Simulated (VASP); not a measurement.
# ZnS (F-43m) in VASP: settings compared

Aim: see how the results for ZnS move with the level of theory and the settings. Levels: PBE, r2SCAN. Tasks: relaxation of the atoms, relaxation of cell and atoms.

Everything below comes from runs of VASP 6.6.1. Logs are shortened: lines on timing, memory, paths and dates and some standing lists are left out, and cuts for length are marked.

**1. Starting point**

The structure is cubic, space group F-43m (No. 216). The conventional cell has a = 5.404 Å, b = 5.404 Å, c = 5.404 Å, α = 90.00°, β = 90.00°, γ = 90.00°. Zn (site symmetry -43m) is surrounded by 4 S at 2.34 Å. S (site symmetry -43m) is surrounded by 4 Zn at 2.34 Å.

**2. Relaxation of the atoms, PBE (a relaxed cell with its volume scaled by 1.06)**

INCAR reads:

```
SYSTEM = ZnS
PREC     = Accurate       ! precision mode
ENCUT    = 300            ! plane-wave cutoff, eV
EDIFF    = 1E-7           ! SCF threshold, eV
ISMEAR   = 0              ! smearing method
SIGMA    = 0.03           ! smearing width, eV
LREAL    = .FALSE.        ! projectors in reciprocal space
LASPH    = .TRUE.         ! aspherical terms in the spheres
NELM     = 80             ! most SCF steps
ALGO     = Fast           ! electronic algorithm
ISIF     = 2              ! what is computed and relaxed
LWAVE    = .FALSE.        ! write WAVECAR
LCHARG   = .FALSE.        ! write CHGCAR
GGA      = PE             ! functional
IBRION   = 2              ! ionic algorithm
NSW      = 40             ! ionic steps
EDIFFG   = -0.01          ! ionic threshold
```

KPOINTS reads:

```
Automatic mesh
0
G
  5 5 5
  0 0 0
```

POSCAR reads:

```
ZnS                                     
1.0
   -0.0000000000      2.7755352853      2.7755352853
    2.7755352853     -0.0000000000      2.7755352853
    2.7755352853      2.7755352853     -0.0000000000
  Zn              S             
     1     1
Direct
     0.2500000000000000    0.2500000000000000    0.2500000000000000
     0.0000000000000000    1.0000000000000000    1.0000000000000000
```

Potentials or basis: VASP PAW PBE potentials, release 64 (Zn, S).

On the command line:

```
$ cat potpaw_PBE.64/Zn/POTCAR potpaw_PBE.64/S/POTCAR > POTCAR
$ mpirun -np 1 vasp_std > vasp.out
```

OUTCAR:

```text
SYSTEM = ZnS
   PREC = Accurate
   ENCUT = 300
   EDIFF = 1E-7
   ISMEAR = 0
   LREAL = .FALSE.
   LASPH = .TRUE.
   NELM = 80
   ISIF = 2
   GGA = PE
   IBRION = 2
   NSW = 40
   EDIFFG = -0.01

 ion  position               nearest neighbor table
   1  0.250  0.250  0.250-   2 2.40   2 2.40   2 2.40   2 2.40
   2  0.000  0.000  0.000-   1 2.40   1 2.40   1 2.40   1 2.40

  LATTYP: Found a face centered cubic cell.
 ALAT       =     5.5510705706

  Lattice vectors:

 A1 = (   0.0000000000,   2.7755352853,   2.7755352853)
 A2 = (   2.7755352853,   0.0000000000,   2.7755352853)
 A3 = (   2.7755352853,   2.7755352853,   0.0000000000)

Analysis of symmetry for initial positions (statically):
=====================================================================
 Subroutine PRICEL returns:
 Original cell was already a primitive cell.

 Routine SETGRP: Setting up the symmetry group for a
 face centered cubic supercell.

 Subroutine GETGRP returns: Found 24 space group operations
 (whereof 24 operations were pure point group operations)
 out of a pool of 48 trial point group operations.

The static configuration has the point symmetry T_d .

Analysis of symmetry for dynamics (positions and initial velocities):
=====================================================================
 Subroutine PRICEL returns:
 Original cell was already a primitive cell.

 Routine SETGRP: Setting up the symmetry group for a
 face centered cubic supercell.

 Subroutine GETGRP returns: Found 24 space group operations
 (whereof 24 operations were pure point group operations)
 out of a pool of 48 trial point group operations.

The dynamic configuration has the point symmetry T_d .

 Subroutine INISYM returns: Found 24 space group operations
 (whereof 24 operations are pure point group operations),
 and found     1 'primitive' translations

----------------------------------------------------------------------------------------

                                     Primitive cell

  volume of cell :      42.7632

  direct lattice vectors                    reciprocal lattice vectors
     0.000000000  2.775535285  2.775535285    -0.180145431  0.180145431  0.180145431
     2.775535285  0.000000000  2.775535285     0.180145431 -0.180145431  0.180145431
     2.775535285  2.775535285  0.000000000     0.180145431  0.180145431 -0.180145431

  length of vectors
     3.925199643  3.925199643  3.925199643     0.312021039  0.312021039  0.312021039

  position of ions in fractional coordinates (direct lattice)
     0.250000000  0.250000000  0.250000000
     0.000000000  0.000000000  0.000000000

  ion indices of the primitive-cell ions
   primitive index   ion index
                 1           1
                 2           2

----------------------------------------------------------------------------------------

 KPOINTS: Automatic mesh

Automatic generation of k-mesh.
 Grid dimensions read from file:
 generate k-points for:    5    5    5

 Generating k-lattice:

  Cartesian coordinates                     Fractional coordinates (reciprocal lattice)
    -0.036029086  0.036029086  0.036029086     0.200000000  0.000000000  0.000000000
     0.036029086 -0.036029086  0.036029086     0.000000000  0.200000000  0.000000000
     0.036029086  0.036029086 -0.036029086     0.000000000  0.000000000  0.200000000

  Length of vectors
     0.062404208  0.062404208  0.062404208

  Shift w.r.t. Gamma in fractional coordinates (k-lattice)
     0.000000000  0.000000000  0.000000000

 Subroutine IBZKPT returns following result:
 ===========================================

 Found     10 irreducible k-points:

 Following reciprocal coordinates:
            Coordinates               Weight
  0.000000  0.000000  0.000000      1.000000
  0.200000  0.000000  0.000000      8.000000
  0.400000  0.000000  0.000000      8.000000
  0.200000  0.200000  0.000000      6.000000
  0.400000  0.200000  0.000000     24.000000
 -0.400000  0.200000  0.000000     24.000000
 -0.200000  0.200000  0.000000     12.000000
  0.400000  0.400000  0.000000      6.000000
 -0.400000  0.400000  0.000000     12.000000
 -0.400000  0.400000  0.200000     24.000000
   k-points           NKPTS =     10   k-points in BZ     NKDIM =     10   number of bands    NBANDS=     13
   number of dos      NEDOS =    301   number of ions     NIONS =      2
   total plane-waves  NPLWV =  13824
   dimension x,y,z NGX =    24 NGY =   24 NGZ =   24
   dimension x,y,z NGXF=    48 NGYF=   48 NGZF=   48
   ions per type =               1   1
   NGX,Y,Z   is equivalent  to a cutoff of  10.16, 10.16, 10.16 a.u.
   NGXF,Y,Z  is equivalent  to a cutoff of  20.33, 20.33, 20.33 a.u.
 SYSTEM =  ZnS
   PREC   = accura    normal or accurate (medium, high low for compatibility)
   ISTART =      0    job   : 0-new  1-cont  2-samecut
   ICHARG =      2    charge: 1-file 2-atom 10-const
   ISPIN  =      1    spin polarized calculation?
[... 30 lines left out ...]
   GGA     = PE    functional components
   LHFCALC =     F    Hartree Fock is set to
   AEXX    =    0.0000 exact exchange contribution
   IVDW    =     0    specifies the selected vdW correction
   LEPSILON=     F    determine dielectric tensor
   LRPA    =     F    only Hartree local field effects (RPA)
 conjugate gradient relaxation of ions
 non-spin polarized calculation
 RMM-DIIS sequential band-by-band and
 Gauss-broadening in eV      SIGMA  =   0.03
  energy-cutoff  :      300.00
  volume of cell :       42.76
 maximum number of plane-waves:       531
 NGX is ok and might be reduce to    24
   NGX = 11   NGY = 11   NGZ = 11

 number of electron      18.0000058 magnetization

 Free energy of the ion-electron system (eV)
  ---------------------------------------------------
  ext. energy  EPLUGINS =         0.00000000
  ---------------------------------------------------
  free energy    TOTEN  =        -6.81256199 eV

  energy without entropy =       -6.81256199  energy(sigma->0) =       -6.81256199

 E-fermi :   1.5424     XC(G=0):  -9.2542

 val. band max:        1.4027508061   @ k =   0.0000   0.0000   0.0000
 cond. band min:       3.1623909329   @ k =   0.0000   0.0000   0.0000
 fundamental gap:      1.7596401267
 Fermi energy:         1.5424397038

 k-point     1 :       0.0000    0.0000    0.0000
  band No.  band energies     occupation
      1     -11.2142      2.00000
      2      -4.6396      2.00000
      3      -4.6396      2.00000
      4      -4.6396      2.00000
      5      -4.2303      2.00000
      6      -4.2303      2.00000
      7       1.4027      2.00000
      8       1.4027      2.00000
      9       1.4028      2.00000
     10       3.1624      0.00000
     11       7.8319      0.00000
     12       7.8319      0.00000
     13       7.8320      0.00000

 k-point     2 :       0.2000    0.0000    0.0000
  band No.  band energies     occupation
      1     -10.9693      2.00000
      2      -4.6091      2.00000
      3      -4.5995      2.00000
      4      -4.5995      2.00000
      5      -4.2310      2.00000
      6      -4.2310      2.00000
      7      -0.6238      2.00000
      8       1.1136      2.00000
      9       1.1136      2.00000
     10       4.4765      0.00000
     11       7.8328      0.00000
     12       8.2979      0.00000
     13       8.2979      0.00000

 k-point     3 :       0.4000    0.0000    0.0000
  band No.  band energies     occupation
      1     -10.5137      2.00000
      2      -4.5489      2.00000
      3      -4.5489      2.00000
      4      -4.2968      2.00000
      5      -4.2122      2.00000
      6      -4.2122      2.00000
      7      -2.8587      2.00000
      8       0.7097      2.00000
      9       0.7097      2.00000
     10       4.5823      0.00000
     11       8.4040      0.00000
     12       8.4041      0.00000
     13       9.5556      0.00000
[... 81 lines left out ...]
 k-point     9 :      -0.4000    0.4000    0.0000
  band No.  band energies     occupation
      1     -10.1701      2.00000
      2      -4.5564      2.00000
      3      -4.3888      2.00000
      4      -4.3333      2.00000
      5      -4.1919      2.00000
      6      -3.9597      2.00000
      7      -2.8458      2.00000
      8      -1.1935      2.00000
      9      -0.3033      2.00000
     10       5.4362      0.00000
     11       6.6718      0.00000
     12      10.8647      0.00000
     13      11.4142      0.00000

 k-point    10 :      -0.4000    0.4000    0.2000
  band No.  band energies     occupation
      1     -10.2322      2.00000
      2      -4.5167      2.00000
      3      -4.4478      2.00000
      4      -4.3091      2.00000
      5      -4.2166      2.00000
      6      -4.0203      2.00000
      7      -2.6923      2.00000
      8      -1.0816      2.00000
      9      -0.3813      2.00000
     10       6.6995      0.00000
     11       6.9708      0.00000
     12       8.5882      0.00000
     13      11.1339      0.00000

------------------------ aborting loop because EDIFF is reached ----------------------------------------

  FORCE on cell =-STRESS in cart. coord.  units (eV):
  Direction    XX          YY          ZZ          XY          YZ          ZX
  --------------------------------------------------------------------------------------
  -------------------------------------------------------------------------------------
  Total       -0.9545470     -0.9545470     -0.9545470      0.0000000      0.0000000      0.0000000
  in kB      -35.7633061    -35.7633061    -35.7633061      0.0000000      0.0000000      0.0000000
  external PRESSURE =     -35.7633061 kB  Pullay stress =       0.0000000 kB

 VOLUME and BASIS-vectors are now :
 -----------------------------------------------------------------------------
  energy-cutoff  :      300.00
  volume of cell :       42.76
      direct lattice vectors                 reciprocal lattice vectors
     0.000000000  2.775535285  2.775535285    -0.180145431  0.180145431  0.180145431
     2.775535285  0.000000000  2.775535285     0.180145431 -0.180145431  0.180145431
     2.775535285  2.775535285  0.000000000     0.180145431  0.180145431 -0.180145431

 POSITION                                       TOTAL-FORCE (eV/Angst)
 -----------------------------------------------------------------------------------
      1.38777      1.38777      1.38777         0.000000      0.000000      0.000000
      0.00000      0.00000      0.00000        -0.000000     -0.000000     -0.000000
 -----------------------------------------------------------------------------------
    total drift:                                0.000004      0.000004      0.000003

  FREE ENERGIE OF THE ION-ELECTRON SYSTEM (eV)
  ---------------------------------------------------
  free  energy   TOTEN  =        -6.8125619928 eV

  energy  without entropy=       -6.8125619928  energy(sigma->0) =       -6.81256199

 reached required accuracy - stopping structural energy minimisation
```

Run time: 6.6 s. Hardware: 1 thread of Intel Xeon Platinum 8488C (Sapphire Rapids), shared host; peak memory 0.13 GiB.

What came out:

```yaml
Free_energy: -6.8126 eV
Band_gap_on_the_k_mesh: 1.76 eV, direct
```

Final structure:
```cif
data_structure
_symmetry_space_group_name_H-M 'P 1'
_symmetry_Int_Tables_number 1
_cell_length_a 3.9252
_cell_length_b 3.9252
_cell_length_c 3.9252
_cell_angle_alpha 60.000
_cell_angle_beta 60.000
_cell_angle_gamma 60.000
_cell_volume 42.76
loop_
_atom_site_label
_atom_site_type_symbol
_atom_site_fract_x
_atom_site_fract_y
_atom_site_fract_z
_atom_site_occupancy
Zn1 Zn 0.25000 0.25000 0.25000 1
S1 S 0.00000 0.00000 0.00000 1
```

Caveat: the cutoff is under 1.25 times the usual one of these potentials, so pressure, stress and relaxed cells hold a basis-set (Pulay) error; the relaxation stopped at its first step, so nothing moved.

**3. Relaxation of cell and atoms, PBE**

INCAR reads:

```
SYSTEM = ZnS
ALGO = Normal
EDIFF = 1E-6
EDIFFG = -0.01
ENCUT = 600
GGA = PE
IBRION = 2
ISIF = 3
ISMEAR = 0
LASPH = .True.
LCHARG = .False.
LREAL = .False.
LWAVE = .False.
NELM = 80
NSW = 90
PREC = Accurate
SIGMA = 0.03
```

KPOINTS reads:

```
k-points
0
Gamma
  10 10 10
  0 0 0
```

POSCAR reads:

```
ZnS
1.0
    0.0000000000      2.7020000000      2.7020000000
    2.7020000000      0.0000000000      2.7020000000
    2.7020000000      2.7020000000      0.0000000000
Zn S
1 1
Direct
    0.2500000000      0.2500000000      0.2500000000
    0.0000000000      0.0000000000      0.0000000000
```

Potentials or basis: VASP PAW PBE potentials, release 64 (Zn, S).

On the command line:

```
$ cat potpaw_PBE.64/Zn/POTCAR potpaw_PBE.64/S/POTCAR > POTCAR
$ mpirun -np 1 vasp_std > vasp.out
```

Run time: 23 s. Hardware: 1 thread of Intel Xeon 6975P-C (Granite Rapids), shared host; peak memory 0.19 GiB.

The run converged. Its results:

```
Free energy                            : -6.8524 eV
Relaxed volume                         : 20.20 Å³/atom
Relaxed cell                           : a = 3.852 Å, b = 3.852 Å, c = 3.852 Å, α = 60.00°, β = 60.00°, γ = 60.00°
Space group after relaxing (to 0.05 Å) : F-43m (No. 216)
Energy gained by relaxing              : 2.6 meV/atom
Ionic steps                            : 3
Pressure after relaxing                : 0.1 GPa
Band gap on the k mesh                 : 2.01 eV, direct
```

Step by step:
| step | energy change (eV) | largest force (eV/Å) | pressure (GPa) | volume (Å³) |
| --- | --- | --- | --- | --- |
| 1 | 0.0000 | 0.0000 | 1.79 | 39.45 |
| 2 | -0.0046 | 0.0000 | -0.52 | 40.72 |
| 3 | -0.0051 | 0.0000 | 0.06 | 40.40 |

Final structure:
```
CELL_PARAMETERS angstrom
0.00000 2.72352 2.72352
2.72352 0.00000 2.72352
2.72352 2.72352 0.00000
ATOMIC_POSITIONS crystal
Zn 0.25000 0.25000 0.25000
S 0.00000 0.00000 0.00000
```

Levels at points of the mesh, in eV from the valence-band top:
```tsv
k point	band 6	band 7	band 8	band 9	band 10	band 11	band 12	band 13
(0.00, 0.00, 0.00)	-5.78	0.00	0.00	0.00	2.01	6.41	6.41	6.41
(0.50, 0.00, 0.00)	-5.58	-5.14	-0.83	-0.83	3.26	6.94	6.94	8.79
(0.50, 0.50, 0.00)	-5.57	-4.47	-2.13	-2.13	3.46	4.07	10.81	11.81
```

**4. Relaxation of cell and atoms, PBE**

This run uses another cell than the first one, of 20.20 Å³/atom, 1.024 times its volume.

Edit INCAR of step 3 so:

```diff
@@ -2,4 +2,4 @@
 ALGO = Normal
-EDIFF = 1E-6
-EDIFFG = -0.01
+EDIFF = 1E-7
+EDIFFG = -0.005
 ENCUT = 600
```

KPOINTS is that of step 3.

POSCAR reads:

```
ZnS                                     
1.0
    0.0000000000      2.7235213220      2.7235213220
    2.7235213220      0.0000000000      2.7235213220
    2.7235213220      2.7235213220      0.0000000000
  Zn              S             
     1     1
Direct
     0.2500000000000000    0.2500000000000000    0.2500000000000000
     0.0000000000000000    0.0000000000000000    0.0000000000000000
```

On the command line:

```
$ cat potpaw_PBE.64/Zn/POTCAR potpaw_PBE.64/S/POTCAR > POTCAR
$ mpirun -np 1 vasp_std > vasp.out
```

Wall time 11 s (1 thread of Intel Xeon 6975P-C (Granite Rapids), shared host); peak memory 0.18 GiB.

Results (log left out):

```yaml
Free_energy: -6.8526 eV
Pressure_after_relaxing: 0.0 GPa
Band_gap_on_the_k_mesh: 2.01 eV, direct
```

Final structure:
```
Zn S
1.0
     0.00000    2.72352    2.72352
     2.72352    0.00000    2.72352
     2.72352    2.72352    0.00000
Zn S
1 1
Direct
  0.25000 0.25000 0.25000
  0.00000 0.00000 0.00000
```

Levels at points of the mesh, in eV from the valence-band top:
```tsv
k point	band 5	band 6	band 7	band 8	band 9	band 10	band 11	band 12	band 13
(0.00, 0.00, 0.00)	-5.78	-5.78	0.00	0.00	0.00	2.01	6.41	6.41	6.41
(0.50, 0.00, 0.00)	-5.75	-5.58	-5.14	-0.83	-0.83	3.26	6.94	6.94	8.79
(0.50, 0.50, 0.00)	-5.71	-5.57	-4.47	-2.13	-2.13	3.46	4.07	10.81	11.81
```

Caveat: the relaxation stopped at its first step, so nothing moved.

**5. Relaxation of cell and atoms, r2SCAN**

INCAR reads:

```
SYSTEM = ZnS
ALGO     = Normal         ! electronic algorithm
EDIFF    = 1E-6           ! SCF threshold, eV
EDIFFG   = -0.01          ! ionic threshold
ENCUT    = 600            ! plane-wave cutoff, eV
IBRION   = 2              ! ionic algorithm
ISIF     = 3              ! what is computed and relaxed
ISMEAR   = 0              ! smearing method
LASPH    = .True.         ! aspherical terms in the spheres
LCHARG   = .False.        ! write CHGCAR
LMIXTAU  = .True.       
LREAL    = .False.        ! projectors in reciprocal space
LWAVE    = .False.        ! write WAVECAR
METAGGA  = R2SCAN         ! meta-GGA
NELM     = 80             ! most SCF steps
NSW      = 90             ! ionic steps
PREC     = Accurate       ! precision mode
SIGMA    = 0.03           ! smearing width, eV
```

KPOINTS is that of step 4.

POSCAR reads:

```
ZnS
1.0
    0.0000000000      2.7020000000      2.7020000000
    2.7020000000      0.0000000000      2.7020000000
    2.7020000000      2.7020000000      0.0000000000
Zn S
1 1
Direct
    0.2500000000      0.2500000000      0.2500000000
    0.0000000000      0.0000000000      0.0000000000
```

On the command line:

```
$ cat potpaw_PBE.64/Zn/POTCAR potpaw_PBE.64/S/POTCAR > POTCAR
$ mpirun -np 1 vasp_std > vasp.out
```

It took 2.1 min on 1 thread of Intel Xeon Platinum 8488C (Sapphire Rapids), shared host; peak memory 0.21 GiB.

It converged, with:

```yaml
Free_energy: -18.8681 eV
Relaxed_volume: 19.55 Å³/atom
Relaxed_cell: a = 3.810 Å, b = 3.810 Å, c = 3.810 Å, α = 60.00°, β = 60.00°, γ = 60.00°
Space_group_after_relaxing_to_0.05_Å: F-43m (No. 216)
Energy_gained_by_relaxing: 0.4 meV/atom
Ionic_steps: 3
Pressure_after_relaxing: 0.0 GPa
Band_gap_on_the_k_mesh: 2.72 eV, direct
```

The path:
```csv
step,energy change (eV),largest force (eV/Å),pressure (GPa),volume (Å³)
1,0.0000,0.0000,-0.76,39.45
2,-0.0006,0.0000,0.43,38.92
3,-0.0008,0.0000,0.03,39.11
```

Final structure:
```cif
data_structure
_symmetry_space_group_name_H-M 'P 1'
_symmetry_Int_Tables_number 1
_cell_length_a 3.8099
_cell_length_b 3.8099
_cell_length_c 3.8099
_cell_angle_alpha 60.000
_cell_angle_beta 60.000
_cell_angle_gamma 60.000
_cell_volume 39.11
loop_
_atom_site_label
_atom_site_type_symbol
_atom_site_fract_x
_atom_site_fract_y
_atom_site_fract_z
_atom_site_occupancy
Zn1 Zn 0.25000 0.25000 0.25000 1
S1 S 0.00000 0.00000 0.00000 1
```

Levels at points of the mesh, in eV from the valence-band top:
```
           k point  band 5  band 6  band 7  band 8  band 9  band 10  band 11  band 12  band 13
(0.00, 0.00, 0.00)   -5.98   -5.98    0.00    0.00    0.00     2.72     6.90     6.90     6.90
(0.50, 0.00, 0.00)   -5.95   -5.78   -5.45   -0.90   -0.90     3.84     7.39     7.39     9.45
(0.50, 0.50, 0.00)   -5.90   -5.76   -4.65   -2.31   -2.31     3.71     4.48    11.83    12.89
```

Caveat: the PAW data sets were made with another functional, which shifts forces and pressure a little. r2SCAN opens gaps a little over a GGA but as a rule still falls short of measured ones.

**6. Summary**

```tsv
task	level	cell	k mesh	cutoff (eV)	gap on the mesh (eV)	pressure (GPa)
relaxation of the atoms	PBE	atoms relaxed from: a relaxed cell with its volume scaled by 1.06	5 × 5 × 5	300	1.76	-
relaxation of cell and atoms	PBE	relaxed	10 × 10 × 10	600	2.01	0.0
relaxation of cell and atoms	r2SCAN	relaxed	10 × 10 × 10	600	2.72	0.0
```

Alike in all rows: potentials or basis VASP PAW PBE potentials, release 64 (Zn, S); no spin polarisation; smearing gaussian 0.03 eV.

Caveats: the relaxation stopped at its first step, so nothing moved (some runs); the cutoff is under 1.25 times the usual one of these potentials, so pressure, stress and relaxed cells hold a basis-set (Pulay) error (some runs); the PAW data sets were made with another functional, which shifts forces and pressure a little (some runs).

Total energies depend on the potentials used, so only differences within one code and one set of settings carry meaning.
